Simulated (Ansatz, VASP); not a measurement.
# Cross-check of GaAs between VASP and Ansatz, part 2 of 2

Wanted: the spread between two codes on one cell, functional and k mesh. The cell is taken from a series of VASP runs on this material, whose earlier steps may have relaxed, scaled or displaced it; both programs get it as it stands.

VASP 6.6.1 and Ansatz 0.2.0.

So far. Step 4 (Comparison): The walks stopped with -0.02 GPa left in Ansatz and -0.01 GPa in VASP; each walk ends within a tolerance, so the volume difference is uncertain by about these residues over the bulk modulus, most in soft cells.

## (5) Ansatz: single point, HSE06, volume scaled by 1.015

Level of this step: Ansatz beside VASP: Kohn-Sham DFT, plane waves, HSE06 (Ansatz).

A single point gives forces, pressure and levels at one fixed geometry, so differences don't come from the geometry; what else differs is listed under the comparison. The cell compared in this pair holds 46.57 Å³, against 45.77 Å³ for the pair before.

The cell is a member of a volume series, scaled by 1.015 from a relaxed one, so a pressure remains.

File input.yaml:

```yaml
crystal:
  lattice:
    - [0.0, 2.85561016, 2.85561016]
    - [2.85561016, 0.0, 2.85561016]
    - [2.85561016, 2.85561016, 0.0]
  atoms:
    - { symbol: As, position: [0.75, 0.75, 0.75] }
    - { symbol: Ga, position: [0.0, 0.0, 0.0] }
hamiltonian:
  xc: { exchange: pbe, correlation: pbe, exx: { coeff: 0.25, omega: 0.2 } }
  pseudopotentials: { kind: paw }
kpoints:
  mp_grid: { grid: [4, 4, 4] }
scf:
  occupations: { method: gaussian, width: 0.03 }
  n_extra_bands: 4
output:
  forces: true
  stress: true
  eigenvalues: true
```

Launch:

```bash
$ ansatz run input.yaml --threads 4 --pin off --max-ram 9216MiB --backend cpu --events-out ev --progress --plain --runs-dir out
```

Numbers of over 12 decimals in the logs are rounded to 6 here.

Output:

```text
[...]
P = ⅓ Tr σ = -0.8324 GPa (-8.324 kbar)
--- Band table (eV; the first three rows and the last of 8) ---
  k-point 0: bands = [... 10 lower, -6.3294, 7.3787, 7.3787, 7.3787, 8.6128, 11.9231, 11.9231, 11.9231]
  k-point 1: bands = [... 10 lower, -5.6123, 3.0610, 6.6860, 6.6860, 9.5639, 12.8173, 12.8173, 14.1857]
  k-point 2: bands = [... 10 lower, -4.4967, 0.3455, 6.1921, 6.1921, 9.0914, 12.8445, 12.8445, 16.0125]
  k-point 7: bands = [... 10 lower, -3.6568, 0.3470, 3.7023, 3.9340, 12.8436, 12.8880, 13.6852, 14.2460]
[key lines of the parts left out:]
Free energy (F): -8641.454417 eV
Fermi energy:    7.996122 eV
```

Wall time 9.6 s (4 threads of Arm Neoverse N1, shared host); peak memory 0.72 GiB; 33 s of CPU time.

The run ends at a pressure of -0.83 GPa.

## (6) VASP: single point, HSE06, volume scaled by 1.015

The same cell, functional, mesh and smearing now go to VASP, with its own data sets and cutoff.

The run reads the wave functions of an earlier VASP run, which isn't shown here.

The input asks for a relaxation, which ended at its first step since no free force or stress exceeded the threshold; so it serves as a single point.

File INCAR:

```
SYSTEM = GaAs
PREC = Accurate
ENCUT = 450
EDIFF = 1E-06
NELM = 100
ISMEAR = 0
SIGMA = 0.03
LREAL = .FALSE.
ALGO = Normal
LHFCALC = .TRUE.
AEXX = 0.25
GGA = PE
HFSCREEN = 0.2
LASPH = .TRUE.
NBANDS = 15
PRECFOCK = Fast
LORBIT = 11
LWAVE = .FALSE.
LCHARG = .FALSE.
KPAR = 8
IBRION = 2
NSW = 30
ISIF = 4
EDIFFG = -0.01
```

File POSCAR:

```
GaAs
1.0
    0.0000000000      2.8556101590      2.8556101590
    2.8556101590      0.0000000000      2.8556101590
    2.8556101590      2.8556101590      0.0000000000
As Ga
1 1
Direct
    0.7500000000      0.7500000000      0.7500000000
    0.0000000000      0.0000000000      0.0000000000
```

File KPOINTS:

```
Automatic mesh
0
Gamma
4 4 4
0 0 0
```

The projector-augmented-wave data sets are As and Ga_d (PBE family, release 64).

Launch:

```bash
$ mpirun -np 8 vasp_std
```

Output:

```text
[banner, memory and clock lines left out]
running    8 mpi-ranks, on    1 nodes
[...]
[... a notice as in an earlier step ...]

 LDA part: xc-table for (Slater+PW92), standard interpolation
 found WAVECAR, reading the header
 POSCAR, INCAR and KPOINTS ok, starting setup
[...]
reading WAVECAR
 the WAVECAR file was read successfully
 initial charge from wavefunction
 entering main loop
       N       E                     dE             d eps       ncg     rms          rms(c)
DAV:   1    -0.975184030420E+01   -0.97518E+01   -0.85742E-01   374   0.180E+01    0.216E+00
DAV:   2    -0.974531694590E+01    0.65234E-02   -0.60854E-02   313   0.389E+00    0.151E+00
DAV:   3    -0.974217914069E+01    0.31378E-02   -0.75968E-03   324   0.147E+00    0.901E-01
DAV:   4    -0.974153693072E+01    0.64221E-03   -0.12211E-03   310   0.381E-01    0.518E-01
DAV:   5    -0.974139363227E+01    0.14330E-03   -0.21311E-04   289   0.115E-01    0.299E-01
DAV:   6    -0.974135866728E+01    0.34965E-04   -0.35103E-05   297   0.515E-02    0.170E-01
DAV:   7    -0.974134643583E+01    0.12231E-04   -0.60426E-06   282   0.238E-02    0.960E-02
DAV:   8    -0.974134270688E+01    0.37289E-05   -0.21053E-06   289   0.114E-02    0.531E-02
DAV:   9    -0.974134212535E+01    0.58153E-06   -0.79492E-07   218   0.580E-03
   1 F= -.97413421E+01 E0= -.97413421E+01  d E =-.974134E+01
[...]
reached required accuracy - stopping structural energy minimisation
```

Parts of OUTCAR (step 6):

```text
  Total       -0.3008829     -0.3008829     -0.3008829     -0.0000000      0.0000000     -0.0000000
  in kB      -10.3509774    -10.3509774    -10.3509774     -0.0000000      0.0000000     -0.0000000
  external PRESSURE =     -10.3509774 kB  Pullay stress =       0.0000000 kB

 POSITION                                       TOTAL-FORCE (eV/Angst)
 -----------------------------------------------------------------------------------
      4.28342      4.28342      4.28342        -0.000000     -0.000000     -0.000000
      0.00000      0.00000      0.00000         0.000000      0.000000      0.000000
 -----------------------------------------------------------------------------------
    total drift:                                0.000057      0.000051      0.000043

  FREE ENERGIE OF THE ION-ELECTRON SYSTEM (eV)
  ---------------------------------------------------
  free  energy   TOTEN  =        -9.7413421253 eV

  energy  without entropy=       -9.7413421253  energy(sigma->0) =       -9.74134213

[... 1 part as in an earlier step ...]

[... 3 further parts left out ...]
[key lines of the parts left out:]
E-fermi :   3.4619
```

## (7) Comparison

What differs besides the data sets and the points named for the pairs above, as far as they apply: exact exchange at q = 0 is treated differently, which shows on coarse meshes; VASP keeps PBE cores, Ansatz makes them for the functional; VASP takes a coarser grid for exact exchange (PRECFOCK = Fast). Total energies have different zeros and are not compared.

Both answers:

```
                                        quantity  Ansatz   VASP  difference
                                  pressure (GPa)   -0.83  -1.04       +0.20
pressure without Ansatz's Pulay correction (GPa)   -0.89  -1.04       +0.14
                          gap on the k mesh (eV)   1.234  1.230      +0.005
```

A gap on the mesh is an upper bound, since the band edges may lie between its points. Ansatz's pressure holds a Pulay correction of 0.06 GPa; VASP's holds none.

## (8) Outcome

| Quantity | Value |
| --- | --- |
| difference in volume (relaxation of cell and atoms, PBE with D3(BJ)) | -0.15 % |
| difference in gap on the k mesh (single point, HSE06, volume scaled by 1.015) | 0.0046 eV |

What this shows: The difference in volume is -0.15 % (relaxation of cell and atoms, PBE with D3(BJ)), within the 1.2 % picked in this series as the mark of a large difference, as far as the stopping tolerances let one tell. How closely two codes agree says nothing of how well the functional describes the real material.

[Lines on the potential files, build, host, timing and source positions are cut from VASP's logs without a mark.]

[Logs are printed without paths, hosts, clocks, repeated set-up lines and the standing remarks that a program may print on its own settings, such as how far it seeks lower states.]

[Hosts, paths, dates, database ids (printed as entryN), source tags and the programs' standing remarks are cut or masked in the printed files.]
